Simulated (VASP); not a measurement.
# FeSi2 (Linzhiite) (P4/mmm) in VASP: electric field gradients with PBEsol

Aim: the electric field gradients of FeSi2 (Linzhiite) with PBEsol.

All numbers are computed with VASP 6.6.1; they aren't measurements. Logs are shortened: lines on timing, memory, paths and dates and some standing lists are left out, and cuts for length are marked.

## (1) Starting point

The structure is tetragonal, space group P4/mmm (No. 123). The conventional cell has a = 2.684 Å, b = 2.684 Å, c = 5.128 Å, α = 90.00°, β = 90.00°, γ = 90.00°. Fe (site symmetry 4/mmm) has 8 Si at 2.35 Å and 4 Fe at 2.68 Å as nearest neighbours. Si (site symmetry 4mm) is surrounded by 4 Fe at 2.35 Å and 5 Si at 2.36 to 2.68 Å.

## (2) Electric field gradients, PBEsol, collinear spin, ferromagnetic start

INCAR reads:

```
PREC = Accurate
ENCUT = 600
EDIFF = 1E-7
ISMEAR = -1
SIGMA = 0.05
LREAL = False
LASPH = True
NELM = 100
ALGO = Normal
ISIF = 2
LWAVE = False
LCHARG = False
ISPIN = 2
MAGMOM = 2.5 0 0
LORBIT = 11
LMAXMIX = 4
GGA = PS
LEFG = True
```

KPOINTS reads:

```
regular mesh
0
Gamma
  12 12 7
```

POSCAR reads:

```
FeSi2
1.0
    2.6840000000      0.0000000000      0.0000000000
    0.0000000000      2.6840000000      0.0000000000
    0.0000000000      0.0000000000      5.1280000000
Fe Si
1 2
Direct
    0.0000000000      0.0000000000      0.0000000000
    0.5000000000      0.5000000000      0.2700000000
    0.5000000000      0.5000000000      0.7300000000
```

Potentials or basis: VASP PAW PBE potentials, release 64 (Fe_sv, Si).

On the command line:

```
> cat potpaw_PBE.64/Fe_sv/POTCAR potpaw_PBE.64/Si/POTCAR > POTCAR
> mpirun -np 1 vasp_std > vasp.out
```

OUTCAR:

```text
PREC = Accurate
   ENCUT = 600
   EDIFF = 1E-7
   ISMEAR = -1
   LREAL = False
   LASPH = True
   NELM = 100
   ISIF = 2
   ISPIN = 2
   LORBIT = 11
   GGA = PS

 ion  position               nearest neighbor table
   1  0.000  0.000  0.000-   2 2.35   3 2.35   2 2.35   3 2.35   2 2.35   3 2.35   2 2.35   3 2.35

   2  0.500  0.500  0.270-   1 2.35   1 2.35   1 2.35   1 2.35   3 2.36   3 2.77
   3  0.500  0.500  0.730-   1 2.35   1 2.35   1 2.35   1 2.35   2 2.36   2 2.77

  LATTYP: Found a simple tetragonal cell.
 ALAT       =     2.6840000000
 C/A-ratio  =     1.9105812221

  Lattice vectors:

 A1 = (   2.6840000000,   0.0000000000,   0.0000000000)
 A2 = (   0.0000000000,   2.6840000000,   0.0000000000)
 A3 = (   0.0000000000,   0.0000000000,   5.1280000000)

Analysis of symmetry for initial positions (statically):
=====================================================================
 Subroutine PRICEL returns:
 Original cell was already a primitive cell.

 Routine SETGRP: Setting up the symmetry group for a
 simple tetragonal supercell.

 Subroutine GETGRP returns: Found 16 space group operations
 (whereof 16 operations were pure point group operations)
 out of a pool of 16 trial point group operations.

The static configuration has the point symmetry D_4h.

Analysis of symmetry for dynamics (positions and initial velocities):
=====================================================================
 Subroutine PRICEL returns:
 Original cell was already a primitive cell.

 Routine SETGRP: Setting up the symmetry group for a
 simple tetragonal supercell.

 Subroutine GETGRP returns: Found 16 space group operations
 (whereof 16 operations were pure point group operations)
 out of a pool of 16 trial point group operations.

The dynamic configuration has the point symmetry D_4h.

Analysis of structural, dynamic, and magnetic symmetry:
=====================================================================
 Subroutine PRICEL returns:
 Original cell was already a primitive cell.

 Routine SETGRP: Setting up the symmetry group for a
 simple tetragonal supercell.

 Subroutine GETGRP returns: Found 16 space group operations
 (whereof 16 operations were pure point group operations)
 out of a pool of 16 trial point group operations.

The overall configuration has the point symmetry D_4h.

 Subroutine INISYM returns: Found 16 space group operations
 (whereof 16 operations are pure point group operations),
 and found     1 'primitive' translations

----------------------------------------------------------------------------------------

                                     Primitive cell

  volume of cell :      36.9414

  direct lattice vectors                    reciprocal lattice vectors
     2.684000000  0.000000000  0.000000000     0.372578241  0.000000000  0.000000000
     0.000000000  2.684000000  0.000000000     0.000000000  0.372578241  0.000000000
     0.000000000  0.000000000  5.128000000     0.000000000  0.000000000  0.195007800

  length of vectors
     2.684000000  2.684000000  5.128000000     0.372578241  0.372578241  0.195007800

  position of ions in fractional coordinates (direct lattice)
     0.000000000  0.000000000  0.000000000
     0.500000000  0.500000000  0.270000000
     0.500000000  0.500000000  0.730000000

  ion indices of the primitive-cell ions
   primitive index   ion index
                 1           1
                 2           2
                 3           3

----------------------------------------------------------------------------------------

 KPOINTS: regular mesh

Automatic generation of k-mesh.
 Grid dimensions read from file:
 generate k-points for:   12   12    7

 Generating k-lattice:

  Cartesian coordinates                     Fractional coordinates (reciprocal lattice)
     0.031048187  0.000000000  0.000000000     0.083333333  0.000000000  0.000000000
     0.000000000  0.031048187  0.000000000     0.000000000  0.083333333  0.000000000
     0.000000000  0.000000000  0.027858257     0.000000000  0.000000000  0.142857143
[... 67 lines left out ...]
   PSTRESS=    0.0 pullay stress
   NELECT =      24.0000    total number of electrons
   NUPDOWN=      -1.0000    fix difference up-down
   EMIN   =  10.00;   EMAX   =-10.00  energy-range for DOS
   EFERMI =   0.00;   METHOD = LEGACY
   ISMEAR =    -1;   SIGMA  =   0.05  broadening in eV -4-tet -1-fermi 0-gaus
   EFERMI_NEDOS =   21; number of points for ismear=-14 and -15
   IALGO  =     38    algorithm
   IMIX   =      4    mixing-type and parameters
     AMIX     =   0.40;   BMIX     =  1.00
     AMIX_MAG =   1.60;   BMIX_MAG =  1.00
  volume/ion in A,a.u.               =      12.31        83.10
  Fermi-wavevector in a.u.,A,eV,Ry     =   1.417885  2.679413 27.353110  2.010397
  Thomas-Fermi vector in A             =   2.539068
   LORBIT       =     11    0 simple, 1 ext, 2 COOP (PROOUT), +10 PAW based schemes
   GGA     = PS    functional components
   LHFCALC =     F    Hartree Fock is set to
   AEXX    =    0.0000 exact exchange contribution
   IVDW    =     0    specifies the selected vdW correction
   LEPSILON=     F    determine dielectric tensor
   LRPA    =     F    only Hartree local field effects (RPA)
 spin polarized calculation
  energy-cutoff  :      600.00
  volume of cell :       36.94
 maximum number of plane-waves:      1253
 NGX is ok and might be reduce to    24
   NGX = 11   NGY = 11   NGZ = 21

 number of electron      24.0000002 magnetization       0.0001379

 number of electron      24.0000002 magnetization      -0.0000283

 Free energy of the ion-electron system (eV)
  ---------------------------------------------------
  ext. energy  EPLUGINS =         0.00000000
  ---------------------------------------------------
  free energy    TOTEN  =       -22.06282357 eV

  energy without entropy =      -22.05285976  energy(sigma->0) =      -22.05784166

 E-fermi :  11.8441     XC(G=0): -12.2629

 val. band max:       11.8353622783   @ k =   0.5000   0.4167   0.2857
 cond. band min:      11.8516870241   @ k =   0.4167   0.4167   0.2857
 fundamental gap:      0.0163247458
 Fermi energy:        11.8440828753

 spin component 1

 k-point     1 :       0.0000    0.0000    0.0000
  band No.  band energies     occupation
      1     -74.9691      1.00000
      2     -41.2174      1.00000
      3     -41.2174      1.00000
      4     -41.0864      1.00000
      5      -2.1146      1.00000
      6       2.6403      1.00000
[... 459 lines left out ...]
      6       6.0697      1.00000
[... 9 lines left out ...]
     16      15.3989      0.00000
     17      15.9437      0.00000

 [... further k-points ...]

 spin component 2

 k-point     1 :       0.0000    0.0000    0.0000
  band No.  band energies     occupation
      1     -74.9691      1.00000
      2     -41.2174      1.00000
      3     -41.2174      1.00000
      4     -41.0864      1.00000
      5      -2.1146      1.00000
      6       2.6403      1.00000
[... 459 lines left out ...]
      6       6.0697      1.00000
[... 9 lines left out ...]
     16      15.3989      0.00000
     17      15.9485      0.00000

 [... further k-points ...]
[... 5 lines left out ...]
  --------------------------------------------------------------------------------------
  -------------------------------------------------------------------------------------
  Total       -0.5012126     -0.5012126     -0.7938420      0.0000000      0.0000000     -0.0000000
  in kB      -21.7379987    -21.7379987    -34.4295710      0.0000000      0.0000000     -0.0000000
  external PRESSURE =     -25.9685228 kB  Pullay stress =       0.0000000 kB

 VOLUME and BASIS-vectors are now :
 -----------------------------------------------------------------------------
  energy-cutoff  :      600.00
  volume of cell :       36.94
      direct lattice vectors                 reciprocal lattice vectors
     2.684000000  0.000000000  0.000000000     0.372578241  0.000000000  0.000000000
     0.000000000  2.684000000  0.000000000     0.000000000  0.372578241  0.000000000
     0.000000000  0.000000000  5.128000000     0.000000000  0.000000000  0.195007800

 POSITION                                       TOTAL-FORCE (eV/Angst)
 -----------------------------------------------------------------------------------
      0.00000      0.00000      0.00000        -0.000000     -0.000000     -0.000000
      1.34200      1.34200      1.38456        -0.000000      0.000000      0.237347
      1.34200      1.34200      3.74344         0.000000      0.000000     -0.237347
 -----------------------------------------------------------------------------------
    total drift:                                0.000000      0.000000     -0.000000

  FREE ENERGIE OF THE ION-ELECTRON SYSTEM (eV)
  ---------------------------------------------------
  free  energy   TOTEN  =       -22.0628235699 eV

  energy  without entropy=      -22.0528597572  energy(sigma->0) =      -22.05784166

 Electric field gradients (V/A^2)
---------------------------------------------------------------------
 ion       V_xx      V_yy      V_zz      V_xy      V_xz      V_yz
---------------------------------------------------------------------
   1      21.393    21.393   -42.785    -0.000    -0.000     0.000
   2      13.500    13.500   -27.000    -0.000    -0.000     0.000
   3      13.500    13.500   -27.000    -0.000    -0.000    -0.000
---------------------------------------------------------------------

 Electric field gradients after diagonalization (V/A^2)
 (convention: |V_zz| > |V_xx| > |V_yy|)
----------------------------------------------------------------------
 ion       V_xx      V_yy      V_zz     asymmetry (V_yy - V_xx)/ V_zz
----------------------------------------------------------------------
   1      21.393    21.393   -42.785       0.000
   2      13.500    13.500   -27.000       0.000
   3      13.500    13.500   -27.000       0.000
----------------------------------------------------------------------

           NMR quadrupolar parameters

 Cq : quadrupolar parameter    Cq=e*Q*V_zz/h
 eta: asymmetry parameters     (V_yy - V_xx)/ V_zz
 Q  : nuclear electric quadrupole moment in mb (millibarn)
----------------------------------------------------------------------
 ion       Cq(MHz)       eta       Q (mb)
----------------------------------------------------------------------
   1      -0.103       0.000       1.000
   2      -0.065       0.000       1.000
   3      -0.065       0.000       1.000
----------------------------------------------------------------------

 total charge

# of ion       s       p       d       tot
------------------------------------------
    1        2.170   6.056   5.743  13.969
    2        0.733   0.893   0.000   1.625
    3        0.733   0.893   0.000   1.625
--------------------------------------------------
tot          3.635   7.842   5.743  17.219

 magnetization (x)

# of ion       s       p       d       tot
------------------------------------------
    1        0.000  -0.000  -0.000  -0.000
    2        0.000   0.000   0.000   0.000
    3        0.000   0.000   0.000   0.000
--------------------------------------------------
tot          0.000   0.000  -0.000  -0.000
```

Run time: 74 s. Hardware: 1 thread of Intel Xeon 6975P-C (Granite Rapids), shared host; peak memory 0.27 GiB.

Results:

```yaml
Free_energy: -22.0628 eV
Pressure: -2.6 GPa
Largest_force: 0.237 eV/Å
Band_gap_on_the_k_mesh: none (metal or under the smearing width)
Net_moment: 0.00 μB per cell
Valence_electrons_inside_the_program's_atomic_spheres: Fe 13.97; Si 1.62
```

Forces on the atoms (eV/Å):
```
Fe   0.000  0.000  0.000
Si   0.000  0.000  0.237
Si   0.000  0.000 -0.237
```

Stress tensor (GPa, compression positive):
```
-2.17  0.00  0.00
 0.00 -2.17  0.00
 0.00  0.00 -3.44
```

Electric field gradients, principal values (V/Å²):
| atom | Vxx | Vyy | Vzz |
| --- | --- | --- | --- |
| 1 Fe | 21.393 | 21.393 | -42.785 |
| 2 Si | 13.500 | 13.500 | -27.000 |
| 3 Si | 13.500 | 13.500 | -27.000 |

Caveat: the starting moments collapsed, and a magnetic state may lie lower; the PAW data sets were made with another functional, which shifts forces and pressure a little.
